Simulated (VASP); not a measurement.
# CdS (Greenockite) (P6_3mc) in VASP: a series of runs

Runs on CdS (Greenockite). Level: PBE. Tasks: relaxation of shape and atoms at fixed volume, single point.

All numbers are computed with VASP 6.6.1; they aren't measurements. Logs are shortened: lines on timing, memory, paths and dates and some standing lists are left out, and cuts for length are marked.

## Step 1: Starting point

It takes space group P6_3mc (No. 186, hexagonal). Conventional cell: a = 4.067 Å, b = 4.067 Å, c = 6.618 Å, α = 90.00°, β = 90.00°, γ = 120.00°. Cd (site symmetry 3m) is surrounded by 4 S at 2.49 Å. S (site symmetry 3m) is surrounded by 4 Cd at 2.49 Å.

## Step 2: Relaxation of shape and atoms at fixed volume, PBE

Contents of INCAR:

```
SYSTEM = CdS
PREC = Accurate
ENCUT = 600
EDIFF = 1E-7
ISMEAR = 0
SIGMA = 0.02
LREAL = .FALSE.
LASPH = .TRUE.
NELM = 100
ALGO = Fast
ISIF = 4
LWAVE = .FALSE.
LCHARG = .FALSE.
GGA = PE
IBRION = 2
NSW = 50
EDIFFG = -0.01
```

Contents of KPOINTS:

```
Automatic mesh
0
G
  9 9 4
  0 0 0
```

Contents of POSCAR:

```
CdS
1.0
    4.0666863198      0.0000000000      0.0000000000
   -2.0333431599      3.5218536622      0.0000000000
    0.0000000000      0.0000000000      6.6175031017
Cd S
2 2
Direct
    0.3333333333      0.6666666667     -0.0007922000
    0.6666666667      0.3333333333      0.4992078000
    0.3333333333      0.6666666667      0.3757922000
    0.6666666667      0.3333333333      0.8757922000
```

Potentials or basis: VASP PAW PBE potentials, release 64 (Cd, S).

On the command line:

```bash
> cat potpaw_PBE.64/Cd/POTCAR potpaw_PBE.64/S/POTCAR > POTCAR
> mpirun -np 1 vasp_std > vasp.out
```

OUTCAR:

```text
SYSTEM = CdS
   PREC = Accurate
   ENCUT = 600
   EDIFF = 1E-7
   ISMEAR = 0
   LREAL = .FALSE.
   LASPH = .TRUE.
   NELM = 100
   ISIF = 4
   GGA = PE
   IBRION = 2
   NSW = 50
   EDIFFG = -0.01

 ion  position               nearest neighbor table
   1  0.333  0.667  0.999-   4 2.49   4 2.49   4 2.49   3 2.49
   2  0.667  0.333  0.499-   3 2.49   3 2.49   3 2.49   4 2.49
   3  0.333  0.667  0.376-   2 2.49   2 2.49   2 2.49   1 2.49
   4  0.667  0.333  0.876-   1 2.49   1 2.49   1 2.49   2 2.49

  LATTYP: Found a hexagonal cell.
 ALAT       =     4.0666863198
 C/A-ratio  =     1.6272469970

  Lattice vectors:

 A1 = (   4.0666863198,   0.0000000000,   0.0000000000)
 A2 = (  -2.0333431599,   3.5218536622,   0.0000000000)
 A3 = (   0.0000000000,   0.0000000000,   6.6175031017)

Analysis of symmetry for initial positions (statically):
=====================================================================
 Subroutine PRICEL returns:
 Original cell was already a primitive cell.

 Routine SETGRP: Setting up the symmetry group for a
 hexagonal supercell.

 Subroutine GETGRP returns: Found 12 space group operations
 (whereof  6 operations were pure point group operations)
 out of a pool of 24 trial point group operations.

The static configuration has the point symmetry C_3v.
 The point group associated with its full space group is C_6v.

Analysis of symmetry for dynamics (positions and initial velocities):
=====================================================================
 Subroutine PRICEL returns:
 Original cell was already a primitive cell.

 Routine SETGRP: Setting up the symmetry group for a
 hexagonal supercell.

 Subroutine GETGRP returns: Found 12 space group operations
 (whereof  6 operations were pure point group operations)
 out of a pool of 24 trial point group operations.

The dynamic configuration has the point symmetry C_3v.
 The point group associated with its full space group is C_6v.

 Subroutine INISYM returns: Found 12 space group operations
 (whereof  6 operations are pure point group operations),
 and found     1 'primitive' translations

----------------------------------------------------------------------------------------

                                     Primitive cell

  volume of cell :      94.7777

  direct lattice vectors                    reciprocal lattice vectors
     4.066686320  0.000000000  0.000000000     0.245900451  0.141970692  0.000000000
    -2.033343160  3.521853662  0.000000000     0.000000000  0.283941383  0.000000000
     0.000000000  0.000000000  6.617503102     0.000000000  0.000000000  0.151114398

  length of vectors
     4.066686320  4.066686320  6.617503102     0.283941383  0.283941383  0.151114398

  position of ions in fractional coordinates (direct lattice)
     0.333333333  0.666666667  0.999207800
     0.666666667  0.333333333  0.499207800
     0.333333333  0.666666667  0.375792200
     0.666666667  0.333333333  0.875792200

  ion indices of the primitive-cell ions
   primitive index   ion index
                 1           1
                 2           2
                 3           3
                 4           4

----------------------------------------------------------------------------------------

 KPOINTS: Automatic mesh

Automatic generation of k-mesh.
 Grid dimensions read from file:
 generate k-points for:    9    9    4

 Generating k-lattice:

  Cartesian coordinates                     Fractional coordinates (reciprocal lattice)
     0.027322272  0.015774521  0.000000000     0.111111111  0.000000000  0.000000000
     0.000000000  0.031549043  0.000000000     0.000000000  0.111111111  0.000000000
     0.000000000  0.000000000  0.037778600     0.000000000  0.000000000  0.250000000

  Length of vectors
     0.031549043  0.031549043  0.037778600

  Shift w.r.t. Gamma in fractional coordinates (k-lattice)
     0.000000000  0.000000000  0.000000000

 Subroutine IBZKPT returns following result:
 ===========================================

 Found     36 irreducible k-points:

 Following reciprocal coordinates:
            Coordinates               Weight
  0.000000  0.000000  0.000000      1.000000
  0.111111 -0.000000  0.000000      6.000000
  0.222222 -0.000000  0.000000      6.000000
  0.333333 -0.000000  0.000000      6.000000
  0.444444 -0.000000  0.000000      6.000000
  0.111111  0.111111  0.000000      6.000000
[... 16 lines left out ...]
  0.333333  0.222222  0.250000     24.000000
  0.333333  0.333333  0.250000      4.000000
 [... further k-points ...]
   k-points           NKPTS =     36   k-points in BZ     NKDIM =     36   number of bands    NBANDS=     22
   number of dos      NEDOS =    301   number of ions     NIONS =      4
   total plane-waves  NPLWV =  55296
   dimension x,y,z NGX =    32 NGY =   32 NGZ =   54
   dimension x,y,z NGXF=    64 NGYF=   64 NGZF=  108
   ions per type =               2   2
   NGX,Y,Z   is equivalent  to a cutoff of  13.08, 13.08, 13.57 a.u.
   NGXF,Y,Z  is equivalent  to a cutoff of  26.16, 26.16, 27.13 a.u.
 SYSTEM =  CdS
   PREC   = accura    normal or accurate (medium, high low for compatibility)
   ISTART =      0    job   : 0-new  1-cont  2-samecut
   ICHARG =      2    charge: 1-file 2-atom 10-const
   ISPIN  =      1    spin polarized calculation?
   LNONCOLLINEAR =      F non collinear calculations
   LSORBIT =      F    spin-orbit coupling
   LASPH  =      T    aspherical Exc in radial PAW
   ENCUT  =  600.0 eV  44.10 Ry    6.64 a.u.   8.12  8.12 13.22*2*pi/ulx,y,z
   NELM   =    100;   NELMIN=  2; NELMDL= -5     # of ELM steps
   EDIFF  = 0.1E-06   stopping-criterion for ELM
   LREAL  =      F    real-space projection
   EDIFFG = -.1E-01   stopping-criterion for IOM
   NSW    =     50    number of steps for IOM
   IBRION =      2    ionic relax: 0-MD 1-quasi-New 2-CG
   NFREE  =      1    steps in history (QN), initial steepest desc. (CG)
   ISIF   =      4    stress and relaxation
   ISYM   =      2    0-nonsym 1-usesym 2-fastsym
   POTIM  = 0.5000    time-step for ionic-motion
   TEBEG  =    0.0;   TEEND  =   0.0 temperature during run
   PSTRESS=    0.0 pullay stress
   NELECT =      36.0000    total number of electrons
   NUPDOWN=      -1.0000    fix difference up-down
   EMIN   =  10.00;   EMAX   =-10.00  energy-range for DOS
   EFERMI =   0.00;   METHOD = LEGACY
   ISMEAR =     0;   SIGMA  =   0.02  broadening in eV -4-tet -1-fermi 0-gaus
   EFERMI_NEDOS =   21; number of points for ismear=-14 and -15
   IALGO  =     68    algorithm
   IMIX   =      4    mixing-type and parameters
     AMIX     =   0.40;   BMIX     =  1.00
     AMIX_MAG =   1.60;   BMIX_MAG =  1.00
  volume/ion in A,a.u.               =      23.69       159.90
  Fermi-wavevector in a.u.,A,eV,Ry     =   1.185606  2.240470 19.125178  1.405661
  Thomas-Fermi vector in A             =   2.321796
   LORBIT       =      0    0 simple, 1 ext, 2 COOP (PROOUT), +10 PAW based schemes
   GGA     = PE    functional components
   LHFCALC =     F    Hartree Fock is set to
   AEXX    =    0.0000 exact exchange contribution
   IVDW    =     0    specifies the selected vdW correction
   LEPSILON=     F    determine dielectric tensor
   LRPA    =     F    only Hartree local field effects (RPA)
 conjugate gradient relaxation of ions
 non-spin polarized calculation
 RMM-DIIS sequential band-by-band and
 Gauss-broadening in eV      SIGMA  =   0.02
  energy-cutoff  :      600.00
  volume of cell :       94.78
 maximum number of plane-waves:      3178
   NGX = 17   NGY = 17   NGZ = 27

 number of electron      35.9999997 magnetization

 Free energy of the ion-electron system (eV)
  ---------------------------------------------------
  ext. energy  EPLUGINS =         0.00000000
  ---------------------------------------------------
  free energy    TOTEN  =       -12.11003473 eV

  energy without entropy =      -12.11003473  energy(sigma->0) =      -12.11003473

 E-fermi :   1.8195     XC(G=0):  -9.3609

 val. band max:        1.7188946006   @ k =   0.0000   0.0000   0.0000
 cond. band min:       3.0546287553   @ k =   0.0000   0.0000   0.0000
 fundamental gap:      1.3357341547
 Fermi energy:         1.8194859449

 k-point     1 :       0.0000    0.0000    0.0000
  band No.  band energies     occupation
      1     -10.9494      2.00000
      2     -10.4723      2.00000
      3      -6.1680      2.00000
      4      -6.1612      2.00000
      5      -6.1612      2.00000
      6      -6.0659      2.00000
[... 14 lines left out ...]
     21       8.1862      0.00000
     22       8.1957      0.00000

 k-point     2 :       0.1111   -0.0000    0.0000
  band No.  band energies     occupation
      1     -10.9008      2.00000
      2     -10.4508      2.00000
      3      -6.1541      2.00000
      4      -6.1405      2.00000
      5      -6.1259      2.00000
      6      -6.0432      2.00000
[... 14 lines left out ...]
     21       7.7637      0.00000
     22       8.3996      0.00000

 k-point     3 :       0.2222   -0.0000    0.0000
  band No.  band energies     occupation
      1     -10.7733      2.00000
      2     -10.3998      2.00000
      3      -6.1105      2.00000
      4      -6.0937      2.00000
      5      -6.0310      2.00000
      6      -5.9650      2.00000
[... 14 lines left out ...]
     21       7.2950      0.00000
     22       8.2712      0.00000

 k-point     4 :       0.3333   -0.0000    0.0000
  band No.  band energies     occupation
      1     -10.6173      2.00000
      2     -10.3519      2.00000
      3      -6.0740      2.00000
      4      -6.0530      2.00000
      5      -5.9209      2.00000
      6      -5.8784      2.00000
[... 14 lines left out ...]
     21       7.1070      0.00000
     22       8.0103      0.00000

 k-point     5 :       0.4444   -0.0000    0.0000
  band No.  band energies     occupation
      1     -10.5014      2.00000
      2     -10.3345      2.00000
      3      -6.0597      2.00000
      4      -6.0351      2.00000
      5      -5.8448      2.00000
      6      -5.8255      2.00000
[... 14 lines left out ...]
     21       6.8394      0.00000
     22       8.2451      0.00000

 k-point     6 :       0.1111    0.1111    0.0000
  band No.  band energies     occupation
      1     -10.8127      2.00000
      2     -10.4147      2.00000
      3      -6.1200      2.00000
      4      -6.1098      2.00000
      5      -6.0599      2.00000
      6      -6.0039      2.00000
[... 14 lines left out ...]
     21       7.4065      0.00000
     22       8.1325      0.00000

 k-point     7 :       0.2222    0.1111    0.0000
  band No.  band energies     occupation
      1     -10.6703      2.00000
      2     -10.3660      2.00000
      3      -6.0775      2.00000
      4      -6.0688      2.00000
      5      -5.9472      2.00000
      6      -5.9270      2.00000
[... 324 lines left out ...]
      6      -5.8718      2.00000
[... 14 lines left out ...]
     21       7.2112      0.00000
     22       7.5868      0.00000

 k-point    21 :       0.4444    0.1111    0.2500
  band No.  band energies     occupation
      1     -10.4411      2.00000
      2     -10.3482      2.00000
      3      -6.0431      2.00000
      4      -6.0064      2.00000
      5      -5.9041      2.00000
      6      -5.8467      2.00000
[... 14 lines left out ...]
     21       7.3992      0.00000
     22       7.4328      0.00000

 k-point    22 :       0.2222    0.2222    0.2500
  band No.  band energies     occupation
      1     -10.5073      2.00000
      2     -10.3622      2.00000
      3      -6.0429      2.00000
      4      -6.0114      2.00000
      5      -5.9132      2.00000
      6      -5.8871      2.00000
[... 14 lines left out ...]
     21       7.3172      0.00000
     22       7.6258      0.00000

 k-point    23 :       0.3333    0.2222    0.2500
  band No.  band energies     occupation
      1     -10.4204      2.00000
      2     -10.3480      2.00000
      3      -6.0416      2.00000
      4      -5.9760      2.00000
      5      -5.8988      2.00000
      6      -5.8464      2.00000
[... 14 lines left out ...]
     21       7.1720      0.00000
     22       7.7831      0.00000

 k-point    24 :       0.3333    0.3333    0.2500
  band No.  band energies     occupation
      1     -10.3672      2.00000
      2     -10.3672      2.00000
      3      -6.0467      2.00000
      4      -5.9221      2.00000
      5      -5.9221      2.00000
      6      -5.8351      2.00000
[... 14 lines left out ...]
     21       6.7373      0.00000
     22       8.6220      0.00000

 [... further k-points ...]

------------------------ aborting loop because EDIFF is reached ----------------------------------------

  FORCE on cell =-STRESS in cart. coord.  units (eV):
  Direction    XX          YY          ZZ          XY          YZ          ZX
  --------------------------------------------------------------------------------------
  -------------------------------------------------------------------------------------
  Total        3.9329794      3.9329794      3.9294030      0.0000000      0.0000000     -0.0000000
  in kB       66.4853745     66.4853745     66.4249163      0.0000000      0.0000000     -0.0000000
  external PRESSURE =      66.4652218 kB  Pullay stress =       0.0000000 kB

 VOLUME and BASIS-vectors are now :
 -----------------------------------------------------------------------------
  energy-cutoff  :      600.00
  volume of cell :       94.78
      direct lattice vectors                 reciprocal lattice vectors
     4.066686320  0.000000000  0.000000000     0.245900451  0.141970692  0.000000000
    -2.033343160  3.521853662  0.000000000     0.000000000  0.283941383  0.000000000
     0.000000000  0.000000000  6.617503102     0.000000000  0.000000000  0.151114398

 POSITION                                       TOTAL-FORCE (eV/Angst)
 -----------------------------------------------------------------------------------
     -0.00000      2.34790      6.61226         0.000000     -0.000000      0.008797
      2.03334      1.17395      3.30351        -0.000000      0.000000      0.008797
     -0.00000      2.34790      2.48681        -0.000000      0.000000     -0.008797
      2.03334      1.17395      5.79556         0.000000     -0.000000     -0.008797
 -----------------------------------------------------------------------------------
    total drift:                               -0.000000      0.000000      0.000965

  FREE ENERGIE OF THE ION-ELECTRON SYSTEM (eV)
  ---------------------------------------------------
  free  energy   TOTEN  =       -12.1100347275 eV

  energy  without entropy=      -12.1100347275  energy(sigma->0) =      -12.11003473

 reached required accuracy - stopping structural energy minimisation
```

Run time: 34 s. Hardware: 1 thread of Intel Xeon 6975P-C (Granite Rapids), shared host; peak memory 0.26 GiB.

What came out:

```
Free energy                  : -12.1100 eV
Pressure after relaxing      : 6.6 GPa
Largest force after relaxing : 0.009 eV/Å
Band gap on the k mesh       : 1.34 eV, direct
```

Forces on the atoms (eV/Å):
```
Cd   0.000  0.000  0.009
Cd   0.000  0.000  0.009
S    0.000  0.000 -0.009
S    0.000  0.000 -0.009
```

Final structure:
```xyz
4
Lattice="4.0667 0.0000 0.0000 -2.0333 3.5219 0.0000 0.0000 0.0000 6.6175" Properties=species:S:1:pos:R:3 pbc="T T T"
Cd    0.0000    2.3479    6.6123
Cd    2.0333    1.1740    3.3035
S     0.0000    2.3479    2.4868
S     2.0333    1.1740    5.7956
```

Caveat: the relaxation stopped at its first step, so nothing moved.

## Step 3: Single point, PBE ((1 0 0) slab, atoms relaxed)

Contents of INCAR:

```
SYSTEM = CdS
PREC     = Accurate       ! precision mode
ENCUT    = 520            ! plane-wave cutoff, eV
EDIFF    = 1E-6           ! SCF threshold, eV
ISMEAR   = 0              ! smearing method
SIGMA    = 0.05           ! smearing width, eV
LREAL    = Auto         
LASPH    = .TRUE.         ! aspherical terms in the spheres
NELM     = 80             ! most SCF steps
ALGO     = Fast           ! electronic algorithm
ISIF     = 2              ! what is computed and relaxed
LWAVE    = .FALSE.        ! write WAVECAR
LCHARG   = .TRUE.         ! write CHGCAR
LDIPOL   = .TRUE.       
IDIPOL   = 3            
DIPOL    = 0.5 0.5 0.500
GGA      = PE             ! functional
LELF     = .TRUE.         ! ELF
LVHAR    = .TRUE.       
LVACPOTAV= .TRUE.       
NBANDS   = 86             ! bands
```

Contents of KPOINTS:

```
regular mesh
0
G
  6 4 1
  0 0 0
```

Contents of POSCAR:

```
CdS
1.0
    4.1965609992      0.0000000000      0.0000000000
    0.0000000000      6.8288413988      0.0000000000
    0.0000000000      0.0000000000     27.1144281127
Cd S
8 8
Direct
    0.0000000000     -0.0474743282      0.2975459394
    0.5000000000      0.5138715270      0.3155913441
    0.5000000000      0.0083759549      0.4139556436
    0.0000000000      0.5128255433      0.4528591483
    0.0000000000      0.0128255528      0.5471408417
    0.5000000000      0.5083759512      0.5860443273
    0.5000000000      0.0138712764      0.6844085913
    0.0000000000      0.4525255188      0.7024540614
    0.0000000000      0.6140466664      0.2697260688
    0.5000000000      0.1308221195      0.3230464247
    0.5000000000      0.6323334177      0.4079243561
    0.0000000000      0.1351994355      0.4571975667
    0.0000000000      0.6351994779      0.5428024639
    0.5000000000      0.1323334507      0.5920756707
    0.5000000000      0.6308219635      0.6769536450
    0.0000000000      0.1140464724      0.7302739072
```

Potentials or basis: VASP PAW PBE potentials, release 64 (Cd, S).

On the command line:

```bash
> cat potpaw_PBE.64/Cd/POTCAR potpaw_PBE.64/S/POTCAR > POTCAR
> mpirun -np 1 vasp_std > vasp.out
```

Wall time 18 min (1 thread of AMD EPYC 9R45 (Zen 5), shared host); peak memory 0.98 GiB.

It converged, with:

```
Free energy                            : -48.0533 eV
Largest force                          : 0.056 eV/Å
Band gap on the k mesh                 : 1.37 eV, direct
Ionisation potential of the upper face : 5.95 eV
```

Forces on the atoms (eV/Å):
```
Cd   0.000  0.007 -0.004
Cd   0.000  0.004  0.002
Cd   0.000 -0.002 -0.006
Cd   0.000  0.001 -0.001
Cd   0.000  0.001  0.001
Cd   0.000 -0.002  0.006
Cd   0.000  0.004 -0.002
Cd   0.000  0.007  0.004
S    0.000 -0.029 -0.048
S    0.000  0.020 -0.001
S    0.000 -0.005 -0.006
S    0.000  0.004  0.003
S    0.000  0.004 -0.003
S    0.000 -0.005  0.006
S    0.000  0.020  0.001
S    0.000 -0.029  0.048
```

Levels at points of the mesh, in eV from the valence-band top:
| k point | band 69 | band 70 | band 71 | band 72 | band 73 | band 74 | band 75 | band 76 |
| --- | --- | --- | --- | --- | --- | --- | --- | --- |
| (0.00, 0.00, 0.00) | -0.28 | -0.20 | -0.07 | 0.00 | 1.37 | 2.00 | 2.73 | 2.97 |
| (0.50, 0.00, 0.00) | -1.09 | -0.84 | -0.77 | -0.70 | 3.56 | 3.61 | 3.65 | 3.92 |
| (0.00, 0.50, 0.00) | -0.34 | -0.34 | -0.32 | -0.32 | 2.78 | 2.78 | 3.08 | 3.08 |
| (0.50, 0.50, 0.00) | -1.16 | -1.16 | -0.87 | -0.87 | 3.38 | 3.38 | 3.61 | 3.61 |

(Part 1 of 2 ends here.)
